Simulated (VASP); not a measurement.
Here is a VASP 6.6.1 calculation.

INCAR

```
SYSTEM = KBr
ALGO = Fast
EDIFF = 1E-6
ENCUT = 520
GGA = PE
ISIF = 2
ISMEAR = -1
LASPH = .True.
LCHARG = .True.
LELF = .True.
LREAL = .False.
LVHAR = .True.
LWAVE = .False.
NBANDS = 15
NELM = 100
PREC = Accurate
SIGMA = 0.02
```

KPOINTS

```
k-points
0
Gamma
  6 6 6
  0 0 0
```

The input POSCAR:

```
KBr
1.0
    3.9614163385      0.1175703274      0.1175703274
    0.1175703274      3.9614163385      0.1175703274
    0.1175703274      0.1175703274      3.9614163385
K Br
1 1
Direct
    0.0000000000      0.0000000000      0.0000000000
    0.5000000000      0.5000000000      0.5000000000
```

Potentials or basis: VASP PAW PBE potentials, release 64 (K_sv, Br).

Run with:

```console
$ cat potpaw_PBE.64/K_sv/POTCAR potpaw_PBE.64/Br/POTCAR > POTCAR
$ mpirun -np 1 vasp_std > vasp.out
```

(1) What does it give for the pressure?

(2) Estimate the band gap on the k mesh.

Answers

(1) 1.3 GPa.

(2) 4.09 eV, indirect (least direct gap 4.27 eV).
